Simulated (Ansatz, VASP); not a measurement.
# One calculation of Ag, two programs

INCAR

```
ALGO = Normal
EDIFF = 1E-6
ENCUT = 520
GGA = CA
ISIF = 2
ISMEAR = -1
LASPH = T
LCHARG = F
LREAL = F
LWAVE = F
NBANDS = 12
NELM = 60
PREC = Accurate
SIGMA = 0.05
```

KPOINTS

```
k-points
0
Gamma
  11 11 11
```

Contents of POSCAR:

```
Ag
1.0
    0.0000000000      2.0427500000      2.0427500000
    2.0427500000      0.0000000000      2.0427500000
    2.0427500000      2.0427500000      0.0000000000
Ag
1
Direct
    0.0000000000      0.0000000000      0.0000000000
```

File input.yaml:

```yaml
crystal:
  lattice:
    - [0.0, 2.04275, 2.04275]
    - [2.04275, 0.0, 2.04275]
    - [2.04275, 2.04275, 0.0]
  atoms:
    - { symbol: Ag, position: [0.0, 0.0, 0.0] }
kpoints:
  mp_grid: { grid: [11, 11, 11] }
  band_path:
    path:
      - [0.0, 0.0, 0.0]
      - [0.5, 0.0, 0.5]
      - [0.5, 0.25, 0.75]
      - [0.375, 0.375, 0.75]
      - [0.0, 0.0, 0.0]
      - [0.5, 0.5, 0.5]
      - [0.625, 0.25, 0.625]
      - [0.5, 0.25, 0.75]
    npoints: 10
scf:
  occupations: { method: fermi_dirac, width: 0.05 }
hamiltonian:
  xc: lda
  pseudopotentials: { kind: all_electron, lapw: { basis_error: 0.001 } }
output:
  forces: true
  stress: true
  eigenvalues: true
```

Alike in both runs: functional LDA; k mesh 11 × 11 × 11; occupations fermi-dirac, width 0.05 eV; no spin polarisation.

|  | VASP | Ansatz |
| --- | --- | --- |
| version | VASP 6.6.1 | Ansatz 0.2.0 |
| potentials or method | VASP PAW LDA potentials, release 64 (Ag) | all-electron LAPW, scalar-relativistic |
| plane-wave cutoff (eV) | 520 | see its input |
| task | single point | band structure |

Ansatz gave:

```
gap on the k mesh at the Fermi level (eV) : none
pressure (GPa)                            : -7.6
```

Question: Estimate VASP's values.

Answer: gap on the k mesh at the Fermi level (eV): none; pressure (GPa): -7.4.

A gap of «none» marks a metal or a gap that the smearing closes. Ansatz ran all-electron here, so the differences hold the error of VASP's frozen core and of both bases.
